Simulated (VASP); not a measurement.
Write the native input for VASP 6.6.1 that does the following.

- Task: single point
- Functional: HSE06
- Potentials or basis: VASP PAW PBE potentials, release 64 (Sn_d, O)
- Cutoff: 520 eV
- k mesh: 6 × 6 × 6
- Occupations: fermi-dirac, width 0.02 eV
- Spin: no spin polarisation
- Dipole correction: no
- Exchange at q = 0: truncated
- Grid for exact exchange (PRECFOCK): Normal
- Screening parameter: 0.2079 1/A
- Further INCAR settings: ALGO = Normal; EDIFF = 1e-06; NBANDS = 17

SnO:

```
Sn O
1.0
    -0.19840    2.46289    2.46289
     2.46289   -0.19840    2.46289
     2.46289    2.46289   -0.19840
Sn O
1 1
Direct
  0.00000 0.00000 0.00000
  0.50000 0.50000 0.50000
```

The cell was built by a generator and needn't be a form met in nature.

The cell isn't the ideal one: epitaxial_111 strain +4.9%.

One way to write it, as run:

POSCAR

```
SnO
1.0
   -0.1983989260      2.4628860204      2.4628860204
    2.4628860204     -0.1983989260      2.4628860204
    2.4628860204      2.4628860204     -0.1983989260
Sn O
1 1
Direct
    0.0000000000      0.0000000000      0.0000000000
    0.5000000000      0.5000000000      0.5000000000
```

INCAR.step1

```
SYSTEM = SnO
  PREC = Accurate
  ENCUT = 520
  EDIFF = 1E-5
  ISMEAR = -1
  SIGMA = 0.02
  LREAL = .False.
  LASPH = .True.
  NELM = 100
  ALGO = Normal
  ISIF = 2
  LWAVE = .True.
  LCHARG = .False.
  GGA = PE
  NBANDS = 17
```

INCAR.step2

```
SYSTEM = SnO
  PREC = Accurate
  ENCUT = 520
  EDIFF = 1E-6
  ISMEAR = -1
  SIGMA = 0.02
  LREAL = .False.
  LASPH = .True.
  NELM = 100
  ALGO = Normal
  ISIF = 2
  LWAVE = .False.
  LCHARG = .False.
  GGA = PE
  LHFCALC = .True.
  HFSCREEN = 0.2079
  PRECFOCK = Normal
  ISTART = 1
  NBANDS = 17
```

KPOINTS

```
Automatic mesh
0
Gamma
  6 6 6
  0 0 0
```

Potentials or basis: VASP PAW PBE potentials, release 64 (Sn_d, O).

Command:

```console
$ cat potpaw_PBE.64/Sn_d/POTCAR potpaw_PBE.64/O/POTCAR > POTCAR
$ cp INCAR.step1 INCAR
$ mpirun -np 1 vasp_std > vasp.out
$ cp INCAR.step2 INCAR
$ mpirun -np 1 vasp_std > vasp.out
```

Results of the run:

The pressure is -3.6 GPa and the band gap on the k mesh is 1.05 eV, indirect (least direct gap 1.14 eV).

Caveat: the PAW data sets were made with another functional, which shifts forces and pressure a little; spin-orbit coupling is left out, which moves the levels of the heavy elements.

Wall time 46 min on 1 thread of AMD EPYC 9R45 96-Core Processor (Zen 5), on a shared host, peak memory 0.26 GiB.
